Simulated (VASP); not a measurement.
**A VASP 6.6.1 single-point calculation on SrO**

INCAR

```
LREAL = .FALSE.
METAGGA = R2SCAN
NELM = 69
NSW = 0
ISIF = 2
SIGMA = 0.01
LCHARG = .FALSE.
ISMEAR = 0
LWAVE = .FALSE.
EDIFF = 1E-7
NBANDS = 15
ENCUT = 300
ALGO = Normal
PREC = Low
LASPH = .TRUE.
IBRION = -1
```

KPOINTS

```
KPOINTS created by Atomic Simulation Environment
0
Gamma
6 6 6
0 0 0
```

POSCAR

```
Sr O
 1.0000000000000000
     0.0000000000000000    2.6443896353000000    2.6443896353000000
     2.6443896353000000    0.0000000000000000    2.6443896353000000
     2.6443896353000000    2.6443896353000000    0.0000000000000000
 Sr  O
   1   1
Cartesian
  0.0000000000000000  0.0000000000000000  0.0000000000000000
  2.6443896353000000  2.6443896353000000  2.6443896353000000
```

The recommended PBE PAW datasets give the neutral cell 16 valence electrons.

Command

```
mpirun -np 1 vasp_std
```

**Question.** Predict the outcome of this run.

**Answer.** It converged. Results: gap between bands v and c on the k mesh 3.76 eV; least direct gap on the k mesh 3.98 eV; pressure -25.4 GPa. Band v is the last that the valence electrons fill when counted band by band, and c is the next.

OSZICAR

```
N       E                     dE             d eps       ncg     rms          rms(c)
DAV:   1     0.299404727465E+02    0.29940E+02   -0.61053E+03   488   0.692E+02
DAV:   2    -0.322666229345E+02   -0.62207E+02   -0.58880E+02   642   0.184E+02
DAV:   3    -0.345900996697E+02   -0.23235E+01   -0.23153E+01   614   0.322E+01
DAV:   4    -0.346232529998E+02   -0.33153E-01   -0.33150E-01   558   0.394E+00
DAV:   5    -0.346240414278E+02   -0.78843E-03   -0.78842E-03   600   0.534E-01    0.136E+01
DAV:   6    -0.271195129482E+02    0.75045E+01   -0.36332E+00   662   0.140E+01    0.126E+01
DAV:   7    -0.271940560201E+02   -0.74543E-01   -0.15554E-01   480   0.339E+00    0.709E+00
DAV:   8    -0.272024363549E+02   -0.83803E-02   -0.92753E-02   487   0.283E+00    0.707E-01
DAV:   9    -0.271989172261E+02    0.35191E-02   -0.16580E-02   585   0.115E+00    0.225E-01
DAV:  10    -0.271992979830E+02   -0.38076E-03   -0.15046E-03   508   0.351E-01    0.119E-01
DAV:  11    -0.271998598441E+02   -0.56186E-03   -0.34873E-04   480   0.172E-01    0.781E-02
DAV:  12    -0.271998226581E+02    0.37186E-04   -0.38671E-05   578   0.545E-02    0.202E-02
DAV:  13    -0.271998427699E+02   -0.20112E-04   -0.67799E-06   592   0.261E-02    0.120E-02
DAV:  14    -0.271998390636E+02    0.37064E-05   -0.78938E-07   571   0.780E-03    0.445E-03
DAV:  15    -0.271998405154E+02   -0.14518E-05   -0.37381E-08   282   0.151E-03    0.153E-03
DAV:  16    -0.271998402648E+02    0.25058E-06   -0.10989E-08   268   0.853E-04    0.902E-04
DAV:  17    -0.271998405000E+02   -0.23524E-06   -0.21294E-09   247   0.361E-04    0.879E-04
DAV:  18    -0.271998405645E+02   -0.64522E-07   -0.54017E-10   261   0.187E-04
   1 F= -.27199841E+02 E0= -.27199841E+02  d E =-.255835-136
```

These settings aren't sound, so the numbers aren't properties of the crystal.

On sound settings r²SCAN gives a gap of 3.77 eV on its mesh and a pressure of -5.5 GPa for the intended cell.
